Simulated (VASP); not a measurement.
# Ag (Fm-3m) in VASP: settings compared

One crystal, Ag, is run at these levels: PBEsol, LDA, PBE, PBE+D3(BJ); tasks: relaxation of cell and atoms.

Everything below comes from runs of VASP 6.6.1. Logs are shortened: lines on timing, memory, paths and dates and some standing lists are left out, and cuts for length are marked.

## (1) The structure

The structure is cubic, space group Fm-3m (No. 225). The conventional cell has a = 4.135 Å, b = 4.135 Å, c = 4.135 Å, α = 90.00°, β = 90.00°, γ = 90.00°. Ag (site symmetry m-3m) has 12 Ag at 2.92 Å as nearest neighbours.

## (2) Relaxation of cell and atoms, PBEsol

INCAR reads:

```
SYSTEM = Ag
ALGO = Normal ; EDIFF = 1E-7
EDIFFG = -0.005 ; ENCUT = 600
GGA = PS ; IBRION = 2
ISIF = 3 ; ISMEAR = 0
LASPH = .True. ; LCHARG = .False.
LREAL = .False. ; LWAVE = .False.
NELM = 100 ; NSW = 90
PREC = Accurate ; SIGMA = 0.1
```

KPOINTS reads:

```
k-points
0
Gamma
  18 18 18
  0 0 0
```

POSCAR reads:

```
Ag
1.0
    0.0000000000      2.0675000000      2.0675000000
    2.0675000000      0.0000000000      2.0675000000
    2.0675000000      2.0675000000      0.0000000000
Ag
1
Direct
    0.0000000000      0.0000000000      0.0000000000
```

Potentials or basis: VASP PAW PBE potentials, release 64 (Ag).

On the command line:

```console
> cat potpaw_PBE.64/Ag/POTCAR > POTCAR
> mpirun -np 1 vasp_std > vasp.out
```

OUTCAR:

```text
SYSTEM = Ag
   EDIFF = 1E-7
   EDIFFG = -0.005
   ENCUT = 600
   GGA = PS
   IBRION = 2
   ISIF = 3
   ISMEAR = 0
   LASPH = .True.
   LREAL = .False.
   NELM = 100
   NSW = 90
   PREC = Accurate

 ion  position               nearest neighbor table
   1  0.000  0.000  0.000-

  LATTYP: Found a face centered cubic cell.
 ALAT       =     4.1350000000

  Lattice vectors:

 A1 = (   0.0000000000,   2.0675000000,   2.0675000000)
 A2 = (   2.0675000000,   0.0000000000,   2.0675000000)
 A3 = (   2.0675000000,   2.0675000000,   0.0000000000)

Analysis of symmetry for initial positions (statically):
=====================================================================
 Subroutine PRICEL returns:
 Original cell was already a primitive cell.

 Routine SETGRP: Setting up the symmetry group for a
 face centered cubic supercell.

 Subroutine GETGRP returns: Found 48 space group operations
 (whereof 48 operations were pure point group operations)
 out of a pool of 48 trial point group operations.

The static configuration has the point symmetry O_h .

Analysis of symmetry for dynamics (positions and initial velocities):
=====================================================================
 Subroutine PRICEL returns:
 Original cell was already a primitive cell.

 Routine SETGRP: Setting up the symmetry group for a
 face centered cubic supercell.

 Subroutine GETGRP returns: Found 48 space group operations
 (whereof 48 operations were pure point group operations)
 out of a pool of 48 trial point group operations.

The dynamic configuration has the point symmetry O_h .

 Subroutine INISYM returns: Found 48 space group operations
 (whereof 48 operations are pure point group operations),
 and found     1 'primitive' translations

----------------------------------------------------------------------------------------

                                     Primitive cell

  volume of cell :      17.6753

  direct lattice vectors                    reciprocal lattice vectors
     0.000000000  2.067500000  2.067500000    -0.241837969  0.241837969  0.241837969
     2.067500000  0.000000000  2.067500000     0.241837969 -0.241837969  0.241837969
     2.067500000  2.067500000  0.000000000     0.241837969  0.241837969 -0.241837969

  length of vectors
     2.923886540  2.923886540  2.923886540     0.418875649  0.418875649  0.418875649

  position of ions in fractional coordinates (direct lattice)
     0.000000000  0.000000000  0.000000000

  ion indices of the primitive-cell ions
   primitive index   ion index
                 1           1

----------------------------------------------------------------------------------------

 KPOINTS: k-points

Automatic generation of k-mesh.
 Grid dimensions read from file:
 generate k-points for:   18   18   18

 Generating k-lattice:

  Cartesian coordinates                     Fractional coordinates (reciprocal lattice)
    -0.013435443  0.013435443  0.013435443     0.055555556  0.000000000  0.000000000
     0.013435443 -0.013435443  0.013435443     0.000000000  0.055555556  0.000000000
     0.013435443  0.013435443 -0.013435443     0.000000000  0.000000000  0.055555556

  Length of vectors
     0.023270869  0.023270869  0.023270869

  Shift w.r.t. Gamma in fractional coordinates (k-lattice)
     0.000000000  0.000000000  0.000000000

 Subroutine IBZKPT returns following result:
 ===========================================

 Found    195 irreducible k-points:

 Following reciprocal coordinates:
            Coordinates               Weight
  0.000000  0.000000  0.000000      1.000000
  0.055556  0.000000  0.000000      8.000000
  0.111111  0.000000  0.000000      8.000000
  0.166667  0.000000  0.000000      8.000000
  0.222222  0.000000  0.000000      8.000000
  0.277778  0.000000  0.000000      8.000000
[... 16 lines left out ...]
 -0.277778  0.055556  0.000000     24.000000
 -0.222222  0.055556  0.000000     24.000000
 [... further k-points ...]
   k-points           NKPTS =    195   k-points in BZ     NKDIM =    195   number of bands    NBANDS=      9
   number of dos      NEDOS =    301   number of ions     NIONS =      1
   total plane-waves  NPLWV =  13824
   dimension x,y,z NGX =    24 NGY =   24 NGZ =   24
   dimension x,y,z NGXF=    48 NGYF=   48 NGZF=   48
   ions per type =               1
   NGX,Y,Z   is equivalent  to a cutoff of  13.65, 13.65, 13.65 a.u.
   NGXF,Y,Z  is equivalent  to a cutoff of  27.29, 27.29, 27.29 a.u.
 SYSTEM =  Ag
   PREC   = accura    normal or accurate (medium, high low for compatibility)
   ISTART =      0    job   : 0-new  1-cont  2-samecut
   ICHARG =      2    charge: 1-file 2-atom 10-const
   ISPIN  =      1    spin polarized calculation?
   LNONCOLLINEAR =      F non collinear calculations
   LSORBIT =      F    spin-orbit coupling
   LASPH  =      T    aspherical Exc in radial PAW
   ENCUT  =  600.0 eV  44.10 Ry    6.64 a.u.   5.84  5.84  5.84*2*pi/ulx,y,z
   NELM   =    100;   NELMIN=  2; NELMDL= -5     # of ELM steps
   EDIFF  = 0.1E-06   stopping-criterion for ELM
   LREAL  =      F    real-space projection
   EDIFFG = -.5E-02   stopping-criterion for IOM
   NSW    =     90    number of steps for IOM
   IBRION =      2    ionic relax: 0-MD 1-quasi-New 2-CG
   NFREE  =      1    steps in history (QN), initial steepest desc. (CG)
   ISIF   =      3    stress and relaxation
   ISYM   =      2    0-nonsym 1-usesym 2-fastsym
   POTIM  = 0.5000    time-step for ionic-motion
   TEBEG  =    0.0;   TEEND  =   0.0 temperature during run
   PSTRESS=    0.0 pullay stress
   NELECT =      11.0000    total number of electrons
   NUPDOWN=      -1.0000    fix difference up-down
   EMIN   =  10.00;   EMAX   =-10.00  energy-range for DOS
   EFERMI =   0.00;   METHOD = LEGACY
   ISMEAR =     0;   SIGMA  =   0.10  broadening in eV -4-tet -1-fermi 0-gaus
   EFERMI_NEDOS =   21; number of points for ismear=-14 and -15
   IALGO  =     38    algorithm
   IMIX   =      4    mixing-type and parameters
     AMIX     =   0.40;   BMIX     =  1.00
     AMIX_MAG =   1.60;   BMIX_MAG =  1.00
  volume/ion in A,a.u.               =      17.68       119.28
  Fermi-wavevector in a.u.,A,eV,Ry     =   1.397709  2.641288 26.580226  1.953591
  Thomas-Fermi vector in A             =   2.520939
   LORBIT       =      0    0 simple, 1 ext, 2 COOP (PROOUT), +10 PAW based schemes
   GGA     = PS    functional components
   LHFCALC =     F    Hartree Fock is set to
   AEXX    =    0.0000 exact exchange contribution
   IVDW    =     0    specifies the selected vdW correction
   LEPSILON=     F    determine dielectric tensor
   LRPA    =     F    only Hartree local field effects (RPA)
 conjugate gradient relaxation of ions
 non-spin polarized calculation
 Gauss-broadening in eV      SIGMA  =   0.10
  energy-cutoff  :      600.00
  volume of cell :       17.68
 maximum number of plane-waves:       609
   NGX = 11   NGY = 11   NGZ = 11

--------------------------------------- Ionic step        1  -------------------------------------------

 number of electron      10.9999999 magnetization

 Free energy of the ion-electron system (eV)
  ---------------------------------------------------
  ext. energy  EPLUGINS =         0.00000000
  ---------------------------------------------------
  free energy    TOTEN  =        -3.29140307 eV

  energy without entropy =       -3.29036825  energy(sigma->0) =       -3.29088566

------------------------ aborting loop because EDIFF is reached ----------------------------------------

  FORCE on cell =-STRESS in cart. coord.  units (eV):
  Direction    XX          YY          ZZ          XY          YZ          ZX
  --------------------------------------------------------------------------------------
  -------------------------------------------------------------------------------------
  Total       -0.6766254     -0.6766254     -0.6766254      0.0000000      0.0000000     -0.0000000
  in kB      -61.3327332    -61.3327332    -61.3327332      0.0000000      0.0000000     -0.0000000
  external PRESSURE =     -61.3327332 kB  Pullay stress =       0.0000000 kB
[... 55 lines left out ...]
  energy  without entropy=       -3.3019805415  energy(sigma->0) =       -3.30246110

--------------------------------------- Ionic step        3  -------------------------------------------

 number of electron      11.0000001 magnetization

 Free energy of the ion-electron system (eV)
  ---------------------------------------------------
  ext. energy  EPLUGINS =         0.00000000
  ---------------------------------------------------
  free energy    TOTEN  =        -3.31278372 eV

  energy without entropy =       -3.31181470  energy(sigma->0) =       -3.31229921

 E-fermi :   8.5292     XC(G=0): -12.5592

 val. band max:        8.4850468367   @ k =   0.5000   0.1667   0.0556
 cond. band min:       8.6767605606   @ k =   0.5000   0.3333   0.1111
 fundamental gap:      0.1917137238
 Fermi energy:         8.5291713632

 k-point     1 :       0.0000    0.0000    0.0000
  band No.  band energies     occupation
      1       0.5635      2.00000
      2       3.7173      2.00000
      3       3.7173      2.00000
      4       3.7173      2.00000
      5       4.8107      2.00000
      6       4.8107      2.00000
      7      24.6140      0.00000
      8      28.3326      0.00000
      9      28.3326      0.00000
[... 265 lines left out ...]
 k-point    24 :      -0.2222    0.0556    0.0000
  band No.  band energies     occupation
      1       2.0269      2.00000
      2       3.7001      2.00000
      3       3.9745      2.00000
      4       3.9838      2.00000
      5       4.7568      2.00000
      6       5.1367      2.00000
      7      20.2961      0.00000
      8      24.9147      0.00000
      9      27.4227      0.00000

 [... further k-points ...]

------------------------ aborting loop because EDIFF is reached ----------------------------------------

  FORCE on cell =-STRESS in cart. coord.  units (eV):
  Direction    XX          YY          ZZ          XY          YZ          ZX
  --------------------------------------------------------------------------------------
  -------------------------------------------------------------------------------------
  Total       -0.0021727     -0.0021727     -0.0021727     -0.0000000      0.0000000     -0.0000000
  in kB       -0.2092450     -0.2092450     -0.2092450     -0.0000000      0.0000000     -0.0000000
  external PRESSURE =      -0.2092450 kB  Pullay stress =       0.0000000 kB
[... 16 lines left out ...]
  FREE ENERGIE OF THE ION-ELECTRON SYSTEM (eV)
  ---------------------------------------------------
  free  energy   TOTEN  =        -3.3127837221 eV

  energy  without entropy=       -3.3118146992  energy(sigma->0) =       -3.31229921

 reached required accuracy - stopping structural energy minimisation
```

Run time: 22 s. Hardware: 1 thread of Intel Xeon 6975P-C (Granite Rapids), shared host; peak memory 0.17 GiB.

What came out:

```yaml
Free_energy: -3.3128 eV
Relaxed_volume: 16.64 Å³/atom
Relaxed_cell: a = 2.865 Å, b = 2.865 Å, c = 2.865 Å, α = 60.00°, β = 60.00°, γ = 60.00°
Space_group_after_relaxing_to_0.05_Å: Fm-3m (No. 225)
Energy_gained_by_relaxing: 21.4 meV/atom
Ionic_steps: 3
Pressure_after_relaxing: 0.0 GPa
Band_gap_on_the_k_mesh: none (metal or under the smearing width)
```

Step by step:
```csv
step,energy change (eV),largest force (eV/Å),pressure (GPa),volume (Å³)
1,0.0000,0.0000,-6.13,17.68
2,-0.0115,0.0000,5.21,16.00
3,-0.0214,0.0000,-0.02,16.64
```

Final structure:
```xyz
1
Lattice="0.0000 2.0262 2.0262 2.0262 0.0000 2.0262 2.0262 2.0262 0.0000" Properties=species:S:1:pos:R:3 pbc="T T T"
Ag    0.0000    0.0000    0.0000
```

Levels at points of the mesh, in eV from the Fermi level:
```tsv
k point	band 3	band 4	band 5	band 6	band 7	band 8	band 9
(0.00, 0.00, 0.00)	-4.81	-4.81	-3.72	-3.72	16.08	19.80	19.80
(0.50, 0.00, 0.00)	-4.83	-2.88	-2.88	-0.48	3.77	15.32	18.11
(0.50, 0.50, 0.00)	-2.91	-2.67	-2.67	1.57	6.96	10.77	10.77
```

Caveat: the PAW data sets were made with another functional, which shifts forces and pressure a little.

## (3) Relaxation of cell and atoms, LDA

INCAR reads:

```
SYSTEM = Ag
ALGO = Normal ; EDIFF = 1E-7
EDIFFG = -0.005 ; ENCUT = 600
IBRION = 2 ; ISIF = 3
ISMEAR = 0 ; LASPH = .True.
LCHARG = .False. ; LREAL = .False.
LWAVE = .False. ; NELM = 100
NSW = 90 ; PREC = Accurate
SIGMA = 0.1
```

KPOINTS is that of step 2.

POSCAR is that of step 2.

Potentials or basis: VASP PAW LDA potentials, release 64 (Ag).

On the command line:

```console
> cat potpaw_LDA.64/Ag/POTCAR > POTCAR
> mpirun -np 1 vasp_std > vasp.out
```

Run time: 41 s. Hardware: 1 thread of Intel Xeon 6975P-C (Granite Rapids), shared host; peak memory 0.17 GiB.

Results (log left out):

| Item | Value |
| --- | --- |
| Free energy | -3.7852 eV |
| Relaxed volume | 16.04 Å³/atom |
| Relaxed cell | a = 2.831 Å, b = 2.831 Å, c = 2.831 Å, α = 60.00°, β = 60.00°, γ = 60.00° |
| Space group after relaxing (to 0.05 Å) | Fm-3m (No. 225) |
| Energy gained by relaxing | 58.2 meV/atom |
| Ionic steps | 6 |
| Pressure after relaxing | 0.0 GPa |
| Band gap on the k mesh | none (metal or under the smearing width) |

The path:
```csv
step,energy change (eV),largest force (eV/Å),pressure (GPa),volume (Å³)
1,0.0000,0.0000,-10.26,17.68
2,-0.0194,0.0000,12.13,14.94
3,-0.0582,0.0000,-0.13,16.06
4,-0.0582,0.0000,0.13,16.03
5,-0.0582,0.0000,-0.09,16.05
6,-0.0582,0.0000,-0.01,16.04
```

Final structure:
```yaml
crystal:
  lattice:
    - [0.00000, 2.00182, 2.00182]
    - [2.00182, 0.00000, 2.00182]
    - [2.00182, 2.00182, 0.00000]
  atoms:
    - { symbol: Ag, position: [0.00000, 0.00000, 0.00000] }
```

Levels at points of the mesh, in eV from the Fermi level:
| k point | band 2 | band 3 | band 4 | band 5 | band 6 | band 7 | band 8 | band 9 |
| --- | --- | --- | --- | --- | --- | --- | --- | --- |
| (0.00, 0.00, 0.00) | -4.98 | -4.98 | -4.98 | -3.81 | -3.81 | 16.16 | 20.03 | 20.03 |
| (0.50, 0.00, 0.00) | -5.00 | -5.00 | -2.91 | -2.91 | -0.58 | 3.95 | 15.42 | 18.37 |
| (0.50, 0.50, 0.00) | -6.66 | -2.94 | -2.68 | -2.68 | 1.51 | 7.23 | 10.89 | 10.89 |

LDA usually gives volumes a few per cent too small. Zero-point motion and thermal expansion aren't in these numbers.

## (4) Relaxation of cell and atoms, PBE

INCAR reads:

```
SYSTEM = Ag
ALGO = Normal ; EDIFF = 1E-7
EDIFFG = -0.005 ; ENCUT = 600
GGA = PE ; IBRION = 2
ISIF = 3 ; ISMEAR = 0
LASPH = .True. ; LCHARG = .False.
LREAL = .False. ; LWAVE = .False.
NELM = 100 ; NSW = 90
PREC = Accurate ; SIGMA = 0.1
```

KPOINTS is that of step 3.

POSCAR is that of step 3.

Potentials or basis: VASP PAW PBE potentials, release 64 (Ag).

On the command line:

```console
> cat potpaw_PBE.64/Ag/POTCAR > POTCAR
> mpirun -np 1 vasp_std > vasp.out
```

It took 30 s on 1 thread of Intel Xeon 6975P-C (Granite Rapids), shared host; peak memory 0.17 GiB.

It converged, with:

```yaml
Free_energy: -2.7205 eV
Relaxed_volume: 17.81 Å³/atom
Relaxed_cell: a = 2.931 Å, b = 2.931 Å, c = 2.931 Å, α = 60.00°, β = 60.00°, γ = 60.00°
Space_group_after_relaxing_to_0.05_Å: Fm-3m (No. 225)
Energy_gained_by_relaxing: 0.3 meV/atom
Ionic_steps: 3
Pressure_after_relaxing: 0.0 GPa
Band_gap_on_the_k_mesh: none (metal or under the smearing width)
```

The path:
```csv
step,energy change (eV),largest force (eV/Å),pressure (GPa),volume (Å³)
1,0.0000,0.0000,0.70,17.68
2,-0.0002,0.0000,-0.34,17.87
3,-0.0003,0.0000,-0.02,17.81
```

Final structure:
```
CELL_PARAMETERS angstrom
0.00000 2.07256 2.07256
2.07256 0.00000 2.07256
2.07256 2.07256 0.00000
ATOMIC_POSITIONS crystal
Ag 0.00000 0.00000 0.00000
```

Levels at points of the mesh, in eV from the Fermi level:
```
           k point  band 4  band 5  band 6  band 7  band 8  band 9
(0.00, 0.00, 0.00)   -4.62   -3.67   -3.67   15.96   19.28   19.28
(0.50, 0.00, 0.00)   -2.93   -2.93   -0.25    3.40   15.18   17.46
(0.50, 0.50, 0.00)   -2.74   -2.74    1.68    6.44   10.48   10.48
```

PBE usually gives volumes a little too large and moduli too small. Zero-point motion and thermal expansion aren't in these numbers.

## (5) Relaxation of cell and atoms, PBE+D3(BJ)

INCAR reads:

```
SYSTEM = Ag
ALGO = Normal ; EDIFF = 1E-7
EDIFFG = -0.005 ; ENCUT = 600
GGA = PE ; IBRION = 2
ISIF = 3 ; ISMEAR = 0
IVDW = 12 ; LASPH = .True.
LCHARG = .False. ; LREAL = .False.
LWAVE = .False. ; NELM = 100
NSW = 90 ; PREC = Accurate
SIGMA = 0.1
```

KPOINTS is that of step 4.

POSCAR is that of step 4.

On the command line:

```console
> cat potpaw_PBE.64/Ag/POTCAR > POTCAR
> mpirun -np 1 vasp_std > vasp.out
```

Run time: 25 s. Hardware: 1 thread of Intel Xeon 6975P-C (Granite Rapids), shared host; peak memory 0.19 GiB.

Results (log left out):

| Property | Result |
| --- | --- |
| Free energy | -3.2999 eV |
| Relaxed volume | 16.87 Å³/atom |
| Relaxed cell | a = 2.879 Å, b = 2.879 Å, c = 2.879 Å, α = 60.00°, β = 60.00°, γ = 60.00° |
| Space group after relaxing (to 0.05 Å) | Fm-3m (No. 225) |
| Energy gained by relaxing | 12.3 meV/atom |
| Ionic steps | 3 |
| Pressure after relaxing | 0.0 GPa |
| Band gap on the k mesh | none (metal or under the smearing width) |
| Dispersion energy per atom | -0.596 eV |

Step by step:
| step | energy change (eV) | largest force (eV/Å) | pressure (GPa) | volume (Å³) |
| --- | --- | --- | --- | --- |
| 1 | 0.0000 | 0.0000 | -4.60 | 17.68 |
| 2 | -0.0076 | 0.0000 | 3.35 | 16.41 |
| 3 | -0.0123 | 0.0000 | 0.00 | 16.87 |

Final structure:
```yaml
crystal:
  lattice:
    - [0.00000, 2.03550, 2.03550]
    - [2.03550, 0.00000, 2.03550]
    - [2.03550, 2.03550, 0.00000]
  atoms:
    - { symbol: Ag, position: [0.00000, 0.00000, 0.00000] }
```

Levels at points of the mesh, in eV from the Fermi level:
```
           k point  band 3  band 4  band 5  band 6  band 7  band 8  band 9
(0.00, 0.00, 0.00)   -4.82   -4.82   -3.76   -3.76   16.08   19.72   19.72
(0.50, 0.00, 0.00)   -4.84   -2.95   -2.95   -0.40    3.69   15.31   18.02
(0.50, 0.50, 0.00)   -2.99   -2.74   -2.74    1.62    6.86   10.75   10.75
```

Caveat: pairwise dispersion overbinds metals, which lowers pressure and volume.

(Part 1 of 2 ends here.)
